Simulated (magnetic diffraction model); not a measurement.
**ErBrN below its ordering temperature**

Space group C2/m (no. 12), a = 6.4880 Å, b = 3.6140 Å, c = 9.6150 Å, β = 92.85°.

| site | atom | x | y | z |
| --- | --- | --- | --- | --- |
| 4i | Er | 0.8511 | 0 | 0.8728 |
| 4i | Br | 0.8274 | 0 | 0.3334 |
| 4i | N | 0.5799 | 0 | 0.9743 |

The compound is invented for this exercise: a known structure type with other elements, its cell scaled to their sizes and not relaxed.

Only Er is taken to order (form factors of Er3+); orders and moment sizes are assumed, and not adapted to the symmetry. Radiation: neutrons of λ = 4.2 Å, 1.5° to 90°; isotropic B of 0.47 Å² (Er), 0.56 Å² (Br) and 0.7 Å² (N). Simulated constant-wavelength pattern: nuclear and magnetic terms add, the magnetic one as |2.695 fm × Σ f S⊥ exp(2πi Q·r) exp(−B s²)|², summed over all Q at one angle with the factor 1/(sin²θ cos θ). For a modulated order the moment at position r is S exp(−2πi k·r) + c.c., with S = m/2 for a sine wave of amplitude m and S = m(u + iv)/2 for moments turning in a plane, u and v being orthogonal unit vectors in it; the phase factor of the sum at Q = H + k is then exp(2πi H·r). Free-ion form factors, Sears's scattering lengths of 1992, no absorption; a label names one of the reflections at its angle. The strongest nuclear line in the range is 100, and lines under 0.2 are left out.

Above the ordering temperature:

```tsv
2θ (°)	index	I
25.26	(0 0 1)	100.0
51.87	(0 0 2)	5.8
82.00	(0 0 3)	9.6
84.70	(2 0 -1)	2.1
87.94	(2 0 1)	3.7
88.10	(1 1 -1)	8.4
89.72	(1 1 1)	8.4
```

Below it (cell unchanged):

```
2θ (°)      I
 20.15   61.7
 25.26  100.0
 30.43   27.5
 46.36   23.9
 51.87    5.8
 57.51   16.2
 75.51    4.8
 80.70   17.1
 81.35   16.9
 82.00    9.6
 83.04   13.5
 83.47   14.4
 83.80   14.3
 84.70    2.1
 85.64    3.5
 86.29    0.4
 86.80   12.2
 87.58   20.2
 87.94    3.7
 88.10    8.4
 88.82    3.8
 89.72    8.4
```

**Question.** Find the propagation vector, then choose among these models:
A. moments turning in the plane of [100] and [010], 7.4 μB on Er; signs + at (0.8511, 0, 0.8728), − at (0.6489, 1/2, 0.1272)
B. moments turning in the plane of [001] and [010], 7.4 μB on Er; signs + at (0.8511, 0, 0.8728), − at (0.6489, 1/2, 0.1272)
C. a sine wave with moments along [010] (amplitudes given), 7.4 μB on Er; signs + at (0.8511, 0, 0.8728), − at (0.6489, 1/2, 0.1272)
D. a sine wave with moments along [001] (amplitudes given), 7.4 μB on Er; signs + at (0.8511, 0, 0.8728), − at (0.6489, 1/2, 0.1272)

The new lines index as (0 0 4/5) at 20.15°, (0 0 6/5) at 30.43°, (0 0 9/5) at 46.36° and (0 0 11/5) at 57.51°, that is as H ± k with k = (0 0 1/5). Satellites come in pairs about each point of the reciprocal lattice.

Magnetic intensity, observed (below minus above) and for each model:

| 2θ (°) | index | observed | A | B | C | D |
| --- | --- | --- | --- | --- | --- | --- |
| 20.15 | (0 0 4/5) | 61.7 | 123.2 | 61.7 | 61.6 | <0.2 |
| 30.43 | (0 0 6/5) | 27.5 | 54.8 | 27.5 | 27.4 | <0.2 |
| 46.36 | (0 0 9/5) | 23.9 | 47.7 | 23.9 | 23.9 | <0.2 |
| 57.51 | (0 0 11/5) | 16.2 | 32.3 | 16.2 | 16.1 | <0.2 |
| 75.51 | (0 0 14/5) | 4.8 | 9.5 | 4.8 | 4.7 | <0.2 |
| 83.47 | (1 1 -1/5) | 14.4 | 11.7 | 14.4 | 2.8 | 11.6 |
| 83.80 | (1 1 1/5) | 14.3 | 11.7 | 14.3 | 2.8 | 11.5 |
| 87.58 | (1 1 4/5) | 20.2 | 17.7 | 20.2 | 4.8 | 15.4 |

Model B matches.

The structure used: k = (0 0 1/5), moments turning in the plane of [001] and [010], 7.4 μB on Er; signs + at (0.8511, 0, 0.8728), − at (0.6489, 1/2, 0.1272).

[Logs are printed without paths, hosts, clocks, repeated set-up lines and the standing remarks that a program may print on its own settings, such as how far it seeks lower states.]
